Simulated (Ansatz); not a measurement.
# BaS: a strain scan

Aim: for BaS, see how energy and stress answer to the strain pattern (0, 0, 1, 0, 0, 0).

Program: Ansatz 0.2.0. Level of theory: DFT LDA, scalar-relativistic, plane waves, PAW. These are calculated values, not measurements.

## Step 1: The system as given

It takes space group Fm-3m (No. 225, cubic). Conventional cell: a = 6.388 Å, b = 6.388 Å, c = 6.388 Å, α = 90.00°, β = 90.00°, γ = 90.00°. Around Ba (site symmetry m-3m) lie 6 S at 3.19 Å. S (site symmetry m-3m) is surrounded by 6 Ba at 3.19 Å.

Structure file:

```xyz
2
Lattice="0.0000 3.1938 3.1938 3.1938 0.0000 3.1938 3.1938 3.1938 0.0000" Properties=species:S:1:pos:R:3 pbc="T T T"
Ba    0.0000    0.0000    0.0000
S     3.1938    3.1938    3.1938
```

No relaxation comes first: the listed cell is the starting point.

## Step 2: Zero of energy

The reference gives a free energy of -6653.4306 eV, pressure -2.47 GPa, largest force 0.000 eV/Å and gap on the mesh 2.01 eV. It was computed beforehand with the settings of the runs below.

## Step 3: The scan: a strain scan

The cell is strained by ε times the Voigt pattern (0, 0, 1, 0, 0, 0) (xx, yy, zz, yz, xz, xy; engineering shear), with fractional coordinates fixed (clamped ions). The stress on the pattern is the sum of the stress components weighted by it, tension positive.

## Step 4: At ε = -0.0400

Input file input.yaml:

```yaml
crystal:
  lattice:
    - [0.0, 3.19375, 3.066]
    - [3.19375, 0.0, 3.066]
    - [3.19375, 3.19375, 0.0]
  atoms:
    - { symbol: Ba, position: [0.0, 0.0, 0.0] }
    - { symbol: S, position: [0.5, 0.5, 0.5] }
basis:
  ecutwfc: 420
kpoints:
  mp_grid: { grid: [8, 8, 8] }
hamiltonian:
  xc: lda
scf:
  occupations: { method: gaussian, width: 0.05 }
output:
  forces: true
  stress: true
  eigenvalues: true
```

## Step 5: Point ε = 0.0300

input.yaml, as its differences from that of step 4:

```diff
@@ -2,4 +2,4 @@
   lattice:
-    - [0.0, 3.19375, 3.066]
-    - [3.19375, 0.0, 3.066]
+    - [0.0, 3.19375, 3.2895625]
+    - [3.19375, 0.0, 3.2895625]
     - [3.19375, 3.19375, 0.0]
```

## Step 6: At ε = -0.0200

input.yaml, as its differences from that of step 5:

```diff
@@ -2,4 +2,4 @@
   lattice:
-    - [0.0, 3.19375, 3.2895625]
-    - [3.19375, 0.0, 3.2895625]
+    - [0.0, 3.19375, 3.129875]
+    - [3.19375, 0.0, 3.129875]
     - [3.19375, 3.19375, 0.0]
```

## Step 7: Point ε = 0.0100

input.yaml, as its differences from that of step 6:

```diff
@@ -2,4 +2,4 @@
   lattice:
-    - [0.0, 3.19375, 3.129875]
-    - [3.19375, 0.0, 3.129875]
+    - [0.0, 3.19375, 3.2256875]
+    - [3.19375, 0.0, 3.2256875]
     - [3.19375, 3.19375, 0.0]
```

## Step 8: ε = 0.0400

input.yaml, as its differences from that of step 7:

```diff
@@ -2,4 +2,4 @@
   lattice:
-    - [0.0, 3.19375, 3.2256875]
-    - [3.19375, 0.0, 3.2256875]
+    - [0.0, 3.19375, 3.3215]
+    - [3.19375, 0.0, 3.3215]
     - [3.19375, 3.19375, 0.0]
```

## Step 9: At ε = -0.0300

input.yaml, as its differences from that of step 8:

```diff
@@ -2,4 +2,4 @@
   lattice:
-    - [0.0, 3.19375, 3.3215]
-    - [3.19375, 0.0, 3.3215]
+    - [0.0, 3.19375, 3.0979375]
+    - [3.19375, 0.0, 3.0979375]
     - [3.19375, 3.19375, 0.0]
```

## Step 10: ε = 0.0200

input.yaml, as its differences from that of step 9:

```diff
@@ -2,4 +2,4 @@
   lattice:
-    - [0.0, 3.19375, 3.0979375]
-    - [3.19375, 0.0, 3.0979375]
+    - [0.0, 3.19375, 3.257625]
+    - [3.19375, 0.0, 3.257625]
     - [3.19375, 3.19375, 0.0]
```

## Step 11: ε = -0.0100

input.yaml, as its differences from that of step 10:

```diff
@@ -2,4 +2,4 @@
   lattice:
-    - [0.0, 3.19375, 3.257625]
-    - [3.19375, 0.0, 3.257625]
+    - [0.0, 3.19375, 3.1618125]
+    - [3.19375, 0.0, 3.1618125]
     - [3.19375, 3.19375, 0.0]
```

## Step 12: ε = 0.0350

input.yaml, as its differences from that of step 11:

```diff
@@ -2,4 +2,4 @@
   lattice:
-    - [0.0, 3.19375, 3.1618125]
-    - [3.19375, 0.0, 3.1618125]
+    - [0.0, 3.19375, 3.30553125]
+    - [3.19375, 0.0, 3.30553125]
     - [3.19375, 3.19375, 0.0]
```

(Steps that only read results are left out.)

What does the calculation give? Wanted: slope of the stress at ε = 0, over ±0.0100.

The runs gave:

| quantity | value |
| --- | --- |
| slope of the stress at ε = 0, over ±0.0100 | 88 GPa |

What this shows: From the stress slope, C33 is about 88 GPa with the ions clamped; letting the atoms relax could not make it stiffer. The reference stands under -2.5 GPa, so this is no zero-stress constant. The undisturbed cell is not the lowest point: the energy is 6.1 meV/atom lower at ε = -0.0200; the cell was taken as given and not relaxed at this level. The gap on the mesh stays between 1.80 and 2.02 eV.
